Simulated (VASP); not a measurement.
Set up this calculation in VASP 6.6.1, as the native input.

| Quantity | Value |
| --- | --- |
| Task | single point |
| Functional | LDA |
| Potentials or basis | VASP PAW LDA potentials, release 64 (Ni) |
| Cutoff | 350 eV |
| k mesh | 10 × 10 × 10 |
| Occupations | gaussian, width 0.1 eV |
| Spin | collinear spin, ferromagnetic start |
| Starting moments | [0.8] μB |
| Further INCAR settings | ALGO = Fast; EDIFF = 1e-07; NBANDS = 15 |

The structure of Ni lies in POSCAR:

```
Ni                                      
1.0
    0.0000000000      1.7450269687      1.7450269687
    1.7450269687      0.0000000000      1.7450269687
    1.7450269687      1.7450269687     -0.0000000000
  Ni            
     1
Direct
     0.0000000000000000    0.0000000000000000    0.0000000000000000
```

The cell isn't the ideal one: a relaxed cell with its volume scaled by 1.06.

One way to write it, as run:

INCAR

```
PREC = Accurate
ENCUT = 350
EDIFF = 1E-7
ISMEAR = 0
SIGMA = 0.1
LREAL = F
LASPH = T
NELM = 100
ALGO = Fast
ISIF = 2
LWAVE = F
LCHARG = F
ISPIN = 2
MAGMOM = 0.8
LORBIT = 11
LMAXMIX = 4
GGA = CA
NBANDS = 15
```

KPOINTS

```
regular mesh
0
Gamma
  10 10 10
```

Potentials or basis: VASP PAW LDA potentials, release 64 (Ni).

Run with:

```bash
$ cat potpaw_LDA.64/Ni/POTCAR > POTCAR
$ mpirun -np 1 vasp_std > vasp.out
```

It gave:

| Item | Value |
| --- | --- |
| Pressure | -12.7 GPa |
| Band gap on the k mesh | none (metal or under the smearing width) |
| Net moment | 0.67 μB per cell |
| Site moments | Ni +0.67 μB |
| Valence electrons inside the program's atomic spheres | Ni 9.35 |

It took 6.1 s on 1 thread of Intel(R) Xeon(R) Platinum 8488C (Sapphire Rapids), with other jobs on the host, peak memory 0.11 GiB.
